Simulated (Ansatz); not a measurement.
Molecular dynamics on a 2×2×3 supercell (24 atoms) of BN (F-43m), relaxed with r2SCAN. Forces come from r2SCAN in the plane-wave code Ansatz: a Langevin thermostat at fixed volume, 200 K, steps of 1 fs. Computed, non-magnetic; the trajectory is short and the cell small, so nothing here is a converged average.

```yaml
crystal:
  lattice:
    - [0.0, 3.6096491085, 3.6096491085]
    - [3.6096491085, 0.0, 3.6096491085]
    - [5.4144736627, 5.4144736627, 0.0]
  atoms:
    - { symbol: B, position: [0.0, 0.0, 0.0] }
    - { symbol: "N", position: [0.125, 0.125, 0.0833333333] }
    - { symbol: B, position: [0.0, 0.0, 0.3333333333] }
    - { symbol: "N", position: [0.125, 0.125, 0.4166666667] }
    - { symbol: B, position: [0.0, 0.0, 0.6666666667] }
    - { symbol: "N", position: [0.125, 0.125, 0.75] }
    - { symbol: B, position: [0.0, 0.5, 0.0] }
    - { symbol: "N", position: [0.125, 0.625, 0.0833333333] }
    - { symbol: B, position: [0.0, 0.5, 0.3333333333] }
    - { symbol: "N", position: [0.125, 0.625, 0.4166666667] }
    - { symbol: B, position: [0.0, 0.5, 0.6666666667] }
    - { symbol: "N", position: [0.125, 0.625, 0.75] }
    - { symbol: B, position: [0.5, 0.0, 0.0] }
    - { symbol: "N", position: [0.625, 0.125, 0.0833333333] }
    - { symbol: B, position: [0.5, 0.0, 0.3333333333] }
    - { symbol: "N", position: [0.625, 0.125, 0.4166666667] }
    - { symbol: B, position: [0.5, 0.0, 0.6666666667] }
    - { symbol: "N", position: [0.625, 0.125, 0.75] }
    - { symbol: B, position: [0.5, 0.5, 0.0] }
    - { symbol: "N", position: [0.625, 0.625, 0.0833333333] }
    - { symbol: B, position: [0.5, 0.5, 0.3333333333] }
    - { symbol: "N", position: [0.625, 0.625, 0.4166666667] }
    - { symbol: B, position: [0.5, 0.5, 0.6666666667] }
    - { symbol: "N", position: [0.625, 0.625, 0.75] }
kpoints:
  mp_grid: { grid: [4, 4, 2] }
hamiltonian:
  xc: r2scan
scf:
  occupations: { method: fermi_dirac, width: 0.02 }
md:
  ensemble: nvt_langevin
  temperature: 200
  timestep: 1.0
  n_steps: 20
  initial_velocities: maxwell_boltzmann
  seed: 8202
```

Run as `ansatz run input.yaml --threads 4 --pin off --max-ram 3686MiB --backend cpu --events-out ev --progress --plain --runs-dir out`.

Question: What wall time did it need on 4 threads of Arm Neoverse V1, with other jobs on the host, load about 0.9 per core, and what peak of host memory did it reach?

Answer: About 2.4 min, with a peak of 0.94 GiB.

```csv
step,t (fs),T (K),free energy F from step 0 (meV/atom),kinetic energy (meV/atom),largest force (eV/Å)
0,0,192,0.0,24.8,0.00
1,1,181,0.7,23.4,0.46
2,2,172,2.7,22.2,0.91
3,3,151,5.8,19.5,1.33
4,4,121,9.5,15.7,1.72
5,5,95,13.2,12.3,2.05
6,6,76,16.5,9.8,2.26
7,7,66,19.2,8.5,2.36
8,8,55,20.9,7.1,2.33
9,9,56,21.4,7.2,2.20
10,10,59,20.9,7.6,2.11
11,11,71,19.7,9.2,2.00
12,12,89,17.9,11.5,1.97
13,13,103,16.0,13.4,1.89
14,14,120,14.3,15.5,1.77
15,15,127,13.1,16.4,1.61
16,16,132,12.4,17.0,1.43
17,17,138,12.3,17.8,1.19
18,18,136,12.9,17.5,1.23
19,19,126,13.9,16.3,1.39
20,20,127,15.3,16.4,1.58
```

The temperature starts at 192 K, is lowest at step 8 (55 K, 8 fs) and ends at 127 K. The thermostat hasn't had time to restore it. The atoms start on their lattice sites with kinetic energy alone, so much of it first passes into potential energy. By the last step the atoms have moved 0.04 Å in the root mean square, the drift of the whole cell taken out, 0.07 Å at most.

Positions (Å) and forces (eV/Å) at step 20:
```
B   -0.004  -0.010   0.019    -0.191  -0.689  -0.272
N    0.865   0.898   0.889     1.497  -0.348   0.356
B    1.813   1.773  -0.023    -0.470   0.419   0.112
N    2.687   2.671   0.884     0.103   0.397   0.420
B    3.565   3.618  -0.004     0.768   0.025   0.914
N    4.497   4.495   0.934     0.421   0.737  -0.426
B    1.808   0.007   1.777    -0.106  -0.341   0.855
N    2.726   0.879   2.718    -0.711   0.046  -0.585
B    3.595   1.760   1.787     0.406   1.121   0.543
N    4.518   2.703   2.707     0.108  -0.544  -0.214
B    5.421   3.627   1.824    -0.266  -0.440   0.002
N    6.308   4.546   2.715     0.043  -0.299   0.074
B    0.007   1.816   1.801     0.031  -0.661   0.890
N    0.929   2.670   2.721    -0.625   0.884   0.062
B    1.797   3.602   1.819     0.626  -0.661  -0.395
N    2.723   4.482   2.688    -0.073   0.181   1.301
B    3.653   5.419   1.870    -0.868  -0.300  -0.952
N    4.511   6.338   2.776     0.312  -0.224  -1.302
B    1.820   1.788   3.624     0.070  -0.322   0.124
N    2.737   2.676   4.517    -0.784   1.147  -0.100
B    3.646   3.584   3.616    -0.568   0.038  -0.361
N    4.521   4.498   4.528    -0.106  -0.030  -0.229
B    5.418   5.447   3.653     0.314  -0.396   0.063
N    6.338   6.316   4.574     0.069   0.258  -0.879
```
